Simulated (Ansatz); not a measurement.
## HfO2: energy against volume and a worked fit

```
Hf O
1.0
     0.00000    2.55750    2.55750
     2.55750    0.00000    2.55750
     2.55750    2.55750    0.00000
Hf O
1 2
Direct
  0.00000 0.00000 0.00000
  0.75000 0.75000 0.75000
  0.25000 0.25000 0.25000
```

Measurements of this composition are mostly on another form, of space group No. 14.

The cell was scaled at fixed shape and fractions and run with Ansatz, Ansatz PAW, cutoff 420 eV; rPW86-PBE+rVV10, k mesh 9 × 9 × 9 on the cell of 3 atoms, fermi-dirac occupations of 0.05 eV, no spin polarisation, no spin-orbit coupling. The potentials were made for PBE. Energies are those that the program minimises, any entropy of the smearing included.

```csv
V (Å³/atom),energy over the lowest row (meV/atom)
10.4830,37.87
10.7060,17.06
10.9290,?
11.1521,0.00
11.3751,2.25
11.5982,10.83
11.8212,25.08
```

Q: Fit the third-order Birch-Murnaghan form, give V0, B0 and B′, and predict the energy left open.

A: With y = (V0/V)^(2/3), E = E0 + (9 V0 B0/16) [(y - 1)³ B′ + (y - 1)² (6 - 4y)]. Least squares through the rows shown give V0 = 11.1879 Å³/atom, E0 = -0.09 meV, B0 = 246.2 GPa (1 eV/Å³ = 160.218 GPa) and B′ = 3.92, with a largest miss of 0.02 meV. At V = 10.9290 the form with these constants gives 4.69 meV; the run gave 4.69 meV an atom.
